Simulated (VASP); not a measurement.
# Mo (Im-3m) in VASP: further runs, part 2 of 2

VASP 6.6.1.

## Step 8: Elastic constants, r2SCAN

The input, POSCAR:

```
Mo
1.0
   -1.5838089719      1.5838089719      1.5838089719
    1.5838089719     -1.5838089719      1.5838089719
    1.5838089719      1.5838089719     -1.5838089719
Mo
1
Direct
    0.0000000000      0.0000000000      0.0000000000
```

The input, INCAR.step1:

```
PREC = Accurate ; ENCUT = 600
EDIFF = 1E-8 ; ISMEAR = 1
SIGMA = 0.1 ; LREAL = False
LASPH = True ; NELM = 60
ALGO = Normal ; ISIF = 3
LWAVE = False ; LCHARG = False
METAGGA = R2SCAN ; LMIXTAU = True
IBRION = 2 ; NSW = 40
EDIFFG = -0.002
```

The input, INCAR.step2:

```
PREC = Accurate ; ENCUT = 600
EDIFF = 1E-8 ; ISMEAR = 1
SIGMA = 0.1 ; LREAL = False
LASPH = True ; NELM = 60
ALGO = Normal ; ISIF = 3
LWAVE = False ; LCHARG = False
METAGGA = R2SCAN ; LMIXTAU = True
IBRION = 6 ; NFREE = 2
POTIM = 0.015 ; NSW = 1
```

The input, KPOINTS:

```
regular mesh
0
Gamma
  9 9 9
```

Potentials or basis: VASP PAW PBE potentials, release 64 (Mo_sv).

Started as:

```sh
$ cat potpaw_PBE.64/Mo_sv/POTCAR > POTCAR
$ cp INCAR.step1 INCAR
$ mpirun -np 1 vasp_std > vasp.out
$ cp CONTCAR POSCAR
$ cp INCAR.step2 INCAR
$ mpirun -np 1 vasp_std > vasp.out
```

OUTCAR:

```text
PREC = Accurate
   ENCUT = 600
   EDIFF = 1E-8
   ISMEAR = 1
   LREAL = False
   LASPH = True
   NELM = 60
   ISIF = 3
   METAGGA = R2SCAN
   IBRION = 6
   NFREE = 2
   POTIM = 0.015
   NSW = 1

 ion  position               nearest neighbor table
   1  0.000  0.000  0.000-

  LATTYP: Found a body centered cubic cell.
 ALAT       =     3.1528091106

  Lattice vectors:

 A1 = (  -1.5764045553,   1.5764045553,   1.5764045553)
 A2 = (   1.5764045553,  -1.5764045553,   1.5764045553)
 A3 = (   1.5764045553,   1.5764045553,  -1.5764045553)

Analysis of symmetry for initial positions (statically):
[... 745 lines left out ...]
  y    -0.00000     0.00000    -0.00000    -0.00000    -0.00000     0.00000
  z     0.00000    -0.00000     0.00000     0.00000     0.00000    -0.00000

 INTERNAL STRAIN TENSORS FROM DISPLACED ATOMS
 ============================================

 INTERNAL STRAIN TENSOR FOR ION    1 for displacements in x,y,z  (eV/Angst):
          X           Y           Z          XY          YZ          ZX
  --------------------------------------------------------------------------------
  x     0.00000     0.00000     0.00000     0.00000     0.00000     0.00000
  y     0.00000     0.00000     0.00000     0.00000     0.00000     0.00000
  z     0.00000     0.00000     0.00000     0.00000     0.00000     0.00000

 Eigenvectors and eigenvalues of the dynamical matrix
 ----------------------------------------------------

   1 f  =    0.000000 THz     0.000000 2PiTHz    0.000000 cm-1     0.000000 meV
             X         Y         Z           dx          dy          dz
      0.000000  0.000000  0.000000    -0.581238    0.813733    0.000000

   2 f  =    0.000000 THz     0.000000 2PiTHz    0.000000 cm-1     0.000000 meV
             X         Y         Z           dx          dy          dz
      0.000000  0.000000  0.000000     0.813733    0.581238    0.000000

   3 f  =    0.000000 THz     0.000000 2PiTHz    0.000000 cm-1     0.000000 meV
             X         Y         Z           dx          dy          dz
      0.000000  0.000000  0.000000     0.000000    0.000000    1.000000

--------------------------------------------------------------------------------------------------------

 ELASTIC MODULI CONTR FROM IONIC RELAXATION (kBar)
 Direction    XX          YY          ZZ          XY          YZ          ZX
 --------------------------------------------------------------------------------
 XX           0.0000      0.0000      0.0000      0.0000      0.0000      0.0000
 YY           0.0000      0.0000      0.0000      0.0000      0.0000      0.0000
 ZZ           0.0000      0.0000      0.0000      0.0000      0.0000      0.0000
 XY           0.0000      0.0000      0.0000      0.0000      0.0000      0.0000
 YZ           0.0000      0.0000      0.0000      0.0000      0.0000      0.0000
 ZX           0.0000      0.0000      0.0000      0.0000      0.0000      0.0000
 --------------------------------------------------------------------------------

 TOTAL ELASTIC MODULI (kBar)
 Direction    XX          YY          ZZ          XY          YZ          ZX
 --------------------------------------------------------------------------------
 XX        4548.9513   1901.7907   1901.7907     -0.0000     -0.0000     -0.0000
 YY        1901.7907   4548.9513   1901.7907      0.0000     -0.0000     -0.0000
 ZZ        1901.7907   1901.7907   4548.9513      0.0000      0.0000     -0.0000
 XY          -0.0000      0.0000      0.0000    817.2632      0.0000      0.0000
 YZ          -0.0000     -0.0000      0.0000      0.0000    817.2632     -0.0000
 ZX          -0.0000     -0.0000     -0.0000      0.0000     -0.0000    817.2632
 --------------------------------------------------------------------------------
```

It took 13 min on 1 thread of Intel Xeon 6975P-C (Granite Rapids), shared host; peak memory 0.21 GiB.

Results:

- Relaxed volume: 15.67 Å³/atom
- Relaxed cell: a = 2.730 Å, b = 2.730 Å, c = 2.730 Å, α = 109.47°, β = 109.47°, γ = 109.47°
- Space group after relaxing (to 0.05 Å): Im-3m (No. 229)
- Elastic constants C11, C12, C44: 455, 190, 82 GPa
- Voigt bulk modulus: 278 GPa

The path:
```csv
step,energy change (eV),largest force (eV/Å),pressure (GPa),volume (Å³)
1,0.0000,0.0000,-3.77,15.89
2,0.0202,0.0000,12.21,15.05
3,-0.0026,0.0000,-0.05,15.67
4,-0.0026,0.0000,0.02,15.67
5,-0.0026,0.0000,-0.06,15.67
6,-0.0026,0.0000,0.01,15.67
```

Final structure:
```
Mo
1.0
    -1.57640    1.57640    1.57640
     1.57640   -1.57640    1.57640
     1.57640    1.57640   -1.57640
Mo
1
Direct
  0.00000 0.00000 0.00000
```

Elastic tensor in Voigt notation (GPa, in the Cartesian axes of the cell as first typed):
```
455 190 190   0   0   0
190 455 190   0   0   0
190 190 455   0   0   0
  0   0   0  82   0   0
  0   0   0   0  82   0
  0   0   0   0   0  82
```

Clamped-ion elastic tensor (GPa):
```
455 190 190   0   0   0
190 455 190   0   0   0
190 190 455   0   0   0
  0   0   0  82   0   0
  0   0   0   0  82   0
  0   0   0   0   0  82
```

Caveat: the PAW data sets were made with another functional, which shifts forces and pressure a little.

## Step 9: Equation of state, r2SCAN

Potentials or basis: VASP PAW PBE potentials, release 64 (Mo_sv).

No new run: the results of the series are fitted here.

Results:

```yaml
Equilibrium_volume: 15.69 Å³/atom
Bulk_modulus: 275 GPa
Pressure_derivative_of_the_bulk_modulus: 4.3
```

Energy against volume, from the lowest point:
| volume (Å³/atom) | energy (meV/atom) |
| --- | --- |
| 14.938 | 33.06 |
| 15.256 | 10.13 |
| 15.574 | 0.00 |
| 15.892 | 1.39 |
| 16.209 | 13.13 |
| 16.527 | 34.17 |
| 16.845 | 63.56 |

Caveat: the PAW data sets were made with another functional, which shifts forces and pressure a little.
